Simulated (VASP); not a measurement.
# ZrSe2 (P-3m1) in VASP: a series of runs

Runs on ZrSe2. Level: PBE. Tasks: single point.

All numbers are computed with VASP 6.6.1; they aren't measurements. Logs are shortened: lines on timing, memory, paths and dates and some standing lists are left out, and cuts for length are marked.

## (1) The structure

The structure is trigonal, space group P-3m1 (No. 164). Conventional cell: a = 3.798 Å, b = 3.798 Å, c = 6.192 Å, α = 90.00°, β = 90.00°, γ = 120.00°. Around Zr (site symmetry -3m) lie 6 Se at 2.68 Å. Se (site symmetry 3m) is surrounded by 3 Zr at 2.68 Å.

## (2) Single point, PBE, spin-orbit coupling, no magnetisation

Input file INCAR:

```
ALGO = Normal
EDIFF = 1E-7
ENCUT = 400
GGA = PE
GGA_COMPAT = False
ISIF = 2
ISMEAR = 0
LASPH = True
LCHARG = False
LMAXMIX = 4
LORBIT = 11
LREAL = False
LSORBIT = True
LWAVE = False
MAGMOM = 0 0 0 0 0 0 0 0 0
NBANDS = 40
NELM = 100
PREC = Accurate
SIGMA = 0.02
```

Input file KPOINTS:

```
k-points
0
Gamma
  4 4 2
```

Input file POSCAR:

```
ZrSe2
1.0
    3.7980000000      0.0000000000      0.0000000000
   -1.8990000000      3.2891644836      0.0000000000
    0.0000000000      0.0000000000      6.1920000000
Zr Se
1 2
Direct
    0.0000000000      0.0000000000      0.0000000000
    0.6666666667      0.3333333333      0.7500000000
    0.3333333333      0.6666666667      0.2500000000
```

Potentials or basis: VASP PAW PBE potentials, release 64 (Zr_sv, Se).

Command:

```sh
$ cat potpaw_PBE.64/Zr_sv/POTCAR potpaw_PBE.64/Se/POTCAR > POTCAR
$ mpirun -np 1 vasp_ncl > vasp.out
```

OUTCAR:

```text
EDIFF = 1E-7
   ENCUT = 400
   GGA = PE
   ISIF = 2
   ISMEAR = 0
   LASPH = True
   LORBIT = 11
   LREAL = False
   LSORBIT = True
   NELM = 100
   PREC = Accurate

 Found      8 irreducible k-points:

 Following reciprocal coordinates:
            Coordinates               Weight
  0.000000  0.000000  0.000000      1.000000
  0.250000 -0.000000  0.000000      6.000000
  0.500000 -0.000000  0.000000      3.000000
  0.250000  0.250000  0.000000      6.000000
  0.000000  0.000000  0.500000      1.000000
  0.250000 -0.000000  0.500000      6.000000
   k-points           NKPTS =      8   k-points in BZ     NKDIM =      8   number of bands    NBANDS=     40
   number of dos      NEDOS =    301   number of ions     NIONS =      3
   total plane-waves  NPLWV =  31360
   dimension x,y,z NGX =    28 NGY =   28 NGZ =   40
   dimension x,y,z NGXF=    56 NGYF=   56 NGZF=   80
   ions per type =               1   2
   NGX,Y,Z   is equivalent  to a cutoff of  12.26, 12.26, 10.74 a.u.
   NGXF,Y,Z  is equivalent  to a cutoff of  24.51, 24.51, 21.48 a.u.
 SYSTEM =  unknown system
   PREC   = accura    normal or accurate (medium, high low for compatibility)
   ISTART =      0    job   : 0-new  1-cont  2-samecut
   ICHARG =      2    charge: 1-file 2-atom 10-const
   ISPIN  =      1    spin polarized calculation?
   LNONCOLLINEAR =      T non collinear calculations
   LSORBIT =      T    spin-orbit coupling
   LASPH  =      T    aspherical Exc in radial PAW
   ENCUT  =  400.0 eV  29.40 Ry    5.42 a.u.   6.19  6.19 10.10*2*pi/ulx,y,z
   NELM   =    100;   NELMIN=  2; NELMDL= -5     # of ELM steps
   EDIFF  = 0.1E-06   stopping-criterion for ELM
   LREAL  =      F    real-space projection
   EDIFFG = 0.1E-05   stopping-criterion for IOM
   NSW    =      0    number of steps for IOM
   IBRION =     -1    ionic relax: 0-MD 1-quasi-New 2-CG
   NFREE  =      0    steps in history (QN), initial steepest desc. (CG)
   ISIF   =      2    stress and relaxation
   ISYM   =      2    0-nonsym 1-usesym 2-fastsym
   POTIM  = 0.5000    time-step for ionic-motion
   TEBEG  =    0.0;   TEEND  =   0.0 temperature during run
   PSTRESS=    0.0 pullay stress
   NELECT =      24.0000    total number of electrons
   NUPDOWN=      -1.0000    fix difference up-down
   EMIN   =  10.00;   EMAX   =-10.00  energy-range for DOS
   EFERMI =   0.00;   METHOD = LEGACY
   ISMEAR =     0;   SIGMA  =   0.02  broadening in eV -4-tet -1-fermi 0-gaus
   EFERMI_NEDOS =   21; number of points for ismear=-14 and -15
   IALGO  =     38    algorithm
   IMIX   =      4    mixing-type and parameters
     AMIX     =   0.40;   BMIX     =  1.00
     AMIX_MAG =   1.60;   BMIX_MAG =  1.00
  volume/ion in A,a.u.               =      25.78       174.00
  Fermi-wavevector in a.u.,A,eV,Ry     =   1.108293  2.094371 16.712230  1.228314
  Thomas-Fermi vector in A             =   2.244819
   LORBIT       =     11    0 simple, 1 ext, 2 COOP (PROOUT), +10 PAW based schemes
   GGA     = PE    functional components
   LHFCALC =     F    Hartree Fock is set to
   AEXX    =    0.0000 exact exchange contribution
   IVDW    =     0    specifies the selected vdW correction
   LEPSILON=     F    determine dielectric tensor
   LRPA    =     F    only Hartree local field effects (RPA)
 Gauss-broadening in eV      SIGMA  =   0.02
  energy-cutoff  :      400.00
  volume of cell :       77.35
 maximum number of plane-waves:      2848
 NGX is ok and might be reduce to    28
   NGX = 13   NGY = 13   NGZ = 21

 number of electron      24.0000002 magnetization      -0.0000000     -0.0000000     -0.0000000

 number of electron      24.0000002 magnetization       0.0000000      0.0000000      0.0000000

 number of electron      24.0000002 magnetization      -0.0000000     -0.0000000      0.0000000

 number of electron      24.0000002 magnetization       0.0000000      0.0000000     -0.0000000

 Free energy of the ion-electron system (eV)
  ---------------------------------------------------
  ext. energy  EPLUGINS =         0.00000000
  ---------------------------------------------------
  free energy    TOTEN  =       -19.56598781 eV

  energy without entropy =      -19.56598781  energy(sigma->0) =      -19.56598781

 E-fermi :   4.5014     XC(G=0):  -9.4419

 val. band max:        4.4024216895   @ k =   0.0000   0.0000   0.0000
 cond. band min:       4.5949070123   @ k =   0.5000  -0.0000   0.5000
 fundamental gap:      0.1924853228
 Fermi energy:         4.5013577059

 k-point     1 :       0.0000    0.0000    0.0000
  band No.  band energies     occupation
      1     -45.2877      1.00000
      2     -45.2877      1.00000
      3     -24.4246      1.00000
      4     -24.4246      1.00000
      5     -22.7436      1.00000
      6     -22.7436      1.00000
[... 28 lines left out ...]
     35       9.0134      0.00000
     36       9.0134      0.00000

 k-point     2 :       0.2500   -0.0000    0.0000
  band No.  band energies     occupation
      1     -45.2817      1.00000
      2     -45.2817      1.00000
      3     -24.4489      1.00000
      4     -24.4489      1.00000
      5     -22.7609      1.00000
      6     -22.7609      1.00000
[... 28 lines left out ...]
     35      10.9885      0.00000
     36      10.9885      0.00000
[... 115 lines left out ...]
     35       9.7404      0.00000
     36       9.7404      0.00000

 k-point     6 :       0.2500   -0.0000    0.5000
  band No.  band energies     occupation
      1     -45.2817      1.00000
      2     -45.2817      1.00000
      3     -24.4490      1.00000
      4     -24.4490      1.00000
      5     -22.7610      1.00000
      6     -22.7610      1.00000
[... 28 lines left out ...]
     35      10.8647      0.00000
     36      10.8647      0.00000

 [... further k-points ...]

 [bands above 36 left out]

------------------------ aborting loop because EDIFF is reached ----------------------------------------

  FORCE on cell =-STRESS in cart. coord.  units (eV):
  Direction    XX          YY          ZZ          XY          YZ          ZX
  --------------------------------------------------------------------------------------
  -------------------------------------------------------------------------------------
  Total        1.0604174      1.0604174      1.4214428     -0.0000000      0.0000000     -0.0000000
  in kB       21.9642264     21.9642264     29.4420792     -0.0000000      0.0000000     -0.0000000
  external PRESSURE =      24.4568440 kB  Pullay stress =       0.0000000 kB

 VOLUME and BASIS-vectors are now :
 -----------------------------------------------------------------------------
  energy-cutoff  :      400.00
  volume of cell :       77.35
      direct lattice vectors                 reciprocal lattice vectors
     3.798000000  0.000000000  0.000000000     0.263296472  0.152014289  0.000000000
    -1.899000000  3.289164484  0.000000000     0.000000000  0.304028578  0.000000000
     0.000000000  0.000000000  6.192000000     0.000000000  0.000000000  0.161498708

 POSITION                                       TOTAL-FORCE (eV/Angst)
 -----------------------------------------------------------------------------------
      0.00000      0.00000      0.00000        -0.000000      0.000000      0.000000
      1.89900      1.09639      4.64400         0.000000     -0.000000     -0.258520
     -0.00000      2.19278      1.54800        -0.000000      0.000000      0.258520
 -----------------------------------------------------------------------------------
    total drift:                               -0.000000     -0.000000     -0.000000

  FREE ENERGIE OF THE ION-ELECTRON SYSTEM (eV)
  ---------------------------------------------------
  free  energy   TOTEN  =       -19.5659878118 eV

  energy  without entropy=      -19.5659878118  energy(sigma->0) =      -19.56598781

 Spin-Orbit-Coupling matrix elements

 Ion:    1  E_soc:     -0.1414170
 l=   1
     0.0000000    -0.0225070    -0.0225127
    -0.0225070     0.0000000    -0.0225070
    -0.0225127    -0.0225070     0.0000000
 l=   2
     0.0000000    -0.0002801     0.0000000    -0.0002801    -0.0006915
    -0.0002801     0.0000000    -0.0004918    -0.0003865    -0.0002801
     0.0000000    -0.0004918     0.0000000    -0.0004918     0.0000000
    -0.0002801    -0.0003865    -0.0004918     0.0000000    -0.0002801
    -0.0006915    -0.0002801     0.0000000    -0.0002801     0.0000000
 l=   3
     0.0000000     0.0000000     0.0000000     0.0000000     0.0000000     0.0000000     0.0000000
     0.0000000     0.0000000     0.0000000     0.0000000     0.0000000     0.0000000     0.0000000
     0.0000000     0.0000000     0.0000000     0.0000000     0.0000000     0.0000000     0.0000000
     0.0000000     0.0000000     0.0000000     0.0000000     0.0000000     0.0000000     0.0000000
     0.0000000     0.0000000     0.0000000     0.0000000     0.0000000     0.0000000     0.0000000
     0.0000000     0.0000000     0.0000000     0.0000000     0.0000000     0.0000000     0.0000000
     0.0000000     0.0000000     0.0000000     0.0000000     0.0000000     0.0000000     0.0000000

 Ion:    2  E_soc:     -0.0387043
 l=   1
     0.0000000    -0.0065350    -0.0063010
    -0.0065350     0.0000000    -0.0065350
    -0.0063010    -0.0065350     0.0000000
 l=   2
     0.0000000     0.0000010     0.0000000     0.0000010     0.0000013
     0.0000010     0.0000000     0.0000045     0.0000045     0.0000010
     0.0000000     0.0000045     0.0000000     0.0000045     0.0000000
     0.0000010     0.0000045     0.0000045     0.0000000     0.0000010
     0.0000013     0.0000010     0.0000000     0.0000010     0.0000000
 l=   3
     0.0000000     0.0000000     0.0000000     0.0000000     0.0000000     0.0000000     0.0000000
     0.0000000     0.0000000     0.0000000     0.0000000     0.0000000     0.0000000     0.0000000
     0.0000000     0.0000000     0.0000000     0.0000000     0.0000000     0.0000000     0.0000000
     0.0000000     0.0000000     0.0000000     0.0000000     0.0000000     0.0000000     0.0000000
     0.0000000     0.0000000     0.0000000     0.0000000     0.0000000     0.0000000     0.0000000
     0.0000000     0.0000000     0.0000000     0.0000000     0.0000000     0.0000000     0.0000000
     0.0000000     0.0000000     0.0000000     0.0000000     0.0000000     0.0000000     0.0000000

 Ion:    3  E_soc:     -0.0387043
 l=   1
     0.0000000    -0.0065350    -0.0063010
    -0.0065350     0.0000000    -0.0065350
    -0.0063010    -0.0065350     0.0000000
 l=   2
     0.0000000     0.0000010     0.0000000     0.0000010     0.0000013
     0.0000010     0.0000000     0.0000045     0.0000045     0.0000010
     0.0000000     0.0000045     0.0000000     0.0000045     0.0000000
     0.0000010     0.0000045     0.0000045     0.0000000     0.0000010
     0.0000013     0.0000010     0.0000000     0.0000010     0.0000000
 l=   3
     0.0000000     0.0000000     0.0000000     0.0000000     0.0000000     0.0000000     0.0000000
     0.0000000     0.0000000     0.0000000     0.0000000     0.0000000     0.0000000     0.0000000
     0.0000000     0.0000000     0.0000000     0.0000000     0.0000000     0.0000000     0.0000000
     0.0000000     0.0000000     0.0000000     0.0000000     0.0000000     0.0000000     0.0000000
     0.0000000     0.0000000     0.0000000     0.0000000     0.0000000     0.0000000     0.0000000
     0.0000000     0.0000000     0.0000000     0.0000000     0.0000000     0.0000000     0.0000000
     0.0000000     0.0000000     0.0000000     0.0000000     0.0000000     0.0000000     0.0000000

 total charge

# of ion       s       p       d       tot
------------------------------------------
    1        2.166   6.013   1.452   9.631
    2        1.459   2.419   0.027   3.906
    3        1.459   2.419   0.027   3.906
--------------------------------------------------
tot          5.085  10.852   1.506  17.443

 magnetization (x)

# of ion       s       p       d       tot
------------------------------------------
    1        0.000   0.000   0.000   0.000
    2        0.000   0.000   0.000   0.000
    3        0.000   0.000   0.000   0.000
--------------------------------------------------
tot          0.000   0.000   0.000   0.000

 magnetization (y)

# of ion       s       p       d       tot
------------------------------------------
    1        0.000   0.000   0.000   0.000
    2        0.000   0.000   0.000   0.000
    3        0.000   0.000   0.000   0.000
--------------------------------------------------
tot          0.000   0.000   0.000   0.000

 magnetization (z)

# of ion       s       p       d       tot
------------------------------------------
    1       -0.000   0.000  -0.000  -0.000
    2        0.000   0.000   0.000   0.000
    3        0.000   0.000   0.000   0.000
--------------------------------------------------
tot         -0.000   0.000  -0.000  -0.000
```

Run time: 54 s. Hardware: 1 thread of Intel Xeon Platinum 8488C (Sapphire Rapids), shared host; peak memory 0.3 GiB.

These settings aren't checked as converged: the numbers below hold their error.

What came out:

```
Free energy                                           : -19.5660 eV
Pressure                                              : 2.4 GPa
Largest force                                         : 0.259 eV/Å
Valence electrons inside the program's atomic spheres : Zr 9.63; Se 3.91
```

Caveat: the k mesh is coarse (spacing up to 0.51 Å⁻¹), so the values aren't converged; this functional lacks dispersion, which binds the layers, so the pressure and a relaxed spacing across them are unreliable.

## (3) Single point, PBE, spin-orbit coupling, no magnetisation

INCAR: that of step 2 with these lines changed.

```diff
@@ -2,3 +2,3 @@
 EDIFF = 1E-7
-ENCUT = 400
+ENCUT = 300
 GGA = PE
```

Input file KPOINTS:

```
k-points
0
Gamma
  5 5 3
```

POSCAR is that of step 2.

Potentials or basis: VASP PAW PBE potentials, release 64 (Zr_sv, Se).

Command:

```sh
$ cat potpaw_PBE.64/Zr_sv/POTCAR potpaw_PBE.64/Se/POTCAR > POTCAR
$ mpirun -np 1 vasp_ncl > vasp.out
```

It took 45 s on 1 thread of Intel Xeon Platinum 8488C (Sapphire Rapids), shared host; peak memory 0.23 GiB.

The run converged, but some of its settings lie outside the range that counts as converged, so its numbers aren't taken as properties of the crystal.

Results:

```
Free energy                                           : -19.6303 eV
Pressure                                              : 2.1 GPa
Largest force                                         : 0.294 eV/Å
Valence electrons inside the program's atomic spheres : Zr 9.63; Se 3.90
```

Caveat: the k mesh is coarse (spacing up to 0.38 Å⁻¹), so the values aren't converged; this functional lacks dispersion, which binds the layers, so the pressure and a relaxed spacing across them are unreliable.

## (4) For comparison

An earlier run on the cell as given: functional PBE; potentials or basis VASP PAW PBE potentials, release 64 (Zr_sv, Se); cutoff 520 eV; k mesh 8 × 8 × 5; occupations fermi-dirac, width 0.05 eV; no spin polarisation.

* Pressure: 2.0 GPa
* Largest force: 0.301 eV/Å
* Band gap on the k mesh: 0.41 eV, indirect (least direct gap 1.05 eV)
